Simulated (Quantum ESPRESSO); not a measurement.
A run of Quantum ESPRESSO 7.5 is set up as follows.

pw.in

```
&CONTROL
  calculation = 'vc-relax'
  prefix = 'pwscf'
  outdir = './tmp'
  pseudo_dir = './pseudo'
  tprnfor = .true.
  tstress = .true.
  disk_io = 'low'
  nstep = 40
  forc_conv_thr = 0.0004
  etot_conv_thr = 1d-05
/
&SYSTEM
  ibrav = 0
  nat = 3
  ntyp = 2
  ecutwfc = 52
  ecutrho = 414
  nbnd = 22
  occupations = 'smearing'
  smearing = 'fd'
  degauss = 0.00367493
/
&ELECTRONS
  conv_thr = 6d-10
  electron_maxstep = 120
  mixing_beta = 0.5
/
&IONS
  ion_dynamics = 'bfgs'
/
&CELL
  cell_dynamics = 'bfgs'
  press = 50
  press_conv_thr = 0.3
/
ATOMIC_SPECIES
Ti    47.8670 ti_pbesol_v1.4.uspp.F.UPF
O     15.9990 o_pbesol_v1.2.uspp.F.UPF
CELL_PARAMETERS bohr
   5.5168664482    0.0000000000    0.0000000000
  -2.7584332241    4.7777464934    0.0000000000
   0.0000000000    0.0000000000    8.9062792254
ATOMIC_POSITIONS bohr
Ti    -0.0000000003    3.1851643291    6.4237429541
Ti     2.7584332244    1.5925821643    2.4825362713
O      0.0000000000    0.0000000000    0.0000000000
K_POINTS automatic
10 10 6 0 0 0
```

Potentials or basis: GBRV 1.5 PBEsol.

Command:

```bash
$ OMP_NUM_THREADS=1 mpirun -n 2 pw.x -nk 2 -in pw.in > pw.out
```

(1) What does it give for the relaxed volume?

(2) Estimate the space group after relaxing (to 0.05 Å).

Results:

(1) 11.61 Å³/atom.

(2) P-3m1 (No. 164).
